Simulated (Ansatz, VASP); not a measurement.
Given: the input of a run of Ansatz 0.2.0 on AlPt.

File input.yaml:

```yaml
crystal:
  lattice:
    - [3.0707967439, 0.0, 0.0]
    - [0.0, 3.0707967439, 0.0]
    - [0.0, 0.0, 3.0707967439]
  atoms:
    - { symbol: Pt, position: [0.5, 0.5, 0.5] }
    - { symbol: Al, position: [0.0, 0.0, 0.0] }
hamiltonian:
  xc: pbesol
  pseudopotentials: { kind: paw }
kpoints:
  mp_grid: { grid: [9, 9, 9] }
scf:
  occupations: { method: fermi_dirac, width: 0.05 }
output:
  forces: true
  stress: true
  eigenvalues: true
```

Potentials or basis: Ansatz PAW.

The run is started by

```console
$ ansatz run input.yaml --threads 1 --pin off --max-ram 3584MiB --backend cpu --events-out ev --progress --plain --runs-dir out
```

Q: Translate it to VASP 6.6.1. Potentials there: VASP PAW PBE potentials, release 64 (Pt, Al).

A: As run (the cutoff follows the program's own potentials):

INCAR

```
SYSTEM = AlPt
PREC = Accurate
ENCUT = 520
EDIFF = 1E-7
ISMEAR = -1
SIGMA = 0.05
LREAL = .False.
LASPH = .True.
NELM = 100
ALGO = Normal
ISIF = 2
LWAVE = .False.
LCHARG = .False.
GGA = PS
NBANDS = 14
```

Contents of KPOINTS:

```
Automatic mesh
0
Gamma
  9 9 9
  0 0 0
```

Contents of POSCAR:

```
AlPt
1.0
    3.0707967439      0.0000000000      0.0000000000
    0.0000000000      3.0707967439      0.0000000000
    0.0000000000      0.0000000000      3.0707967439
Pt Al
1 1
Direct
    0.5000000000      0.5000000000      0.5000000000
    0.0000000000      0.0000000000      0.0000000000
```

Potentials or basis: VASP PAW PBE potentials, release 64 (Pt, Al).

The run is started by

```bash
$ cat potpaw_PBE.64/Pt/POTCAR potpaw_PBE.64/Al/POTCAR > POTCAR
$ mpirun -np 1 vasp_std > vasp.out
```

Both were run:

|  | VASP | Ansatz | Ansatz less VASP |
| --- | --- | --- | --- |
| gap on the k mesh at the Fermi level (eV) | none | none | - |
| pressure (GPa) | -2.1 | -2.0 | +0.06 |

A gap of «none» marks a metal or a gap that the smearing closes. The two sets of potentials don't hold the same shells in valence.

Caveats: the PAW data sets were made with another functional, which shifts forces and pressure a little (VASP); the PAW data sets come from PBE, with cores solved anew for the run's functional, which leaves a small shift of forces and pressure (Ansatz). The runs have no spin-orbit coupling, so splittings on Pt are missing.
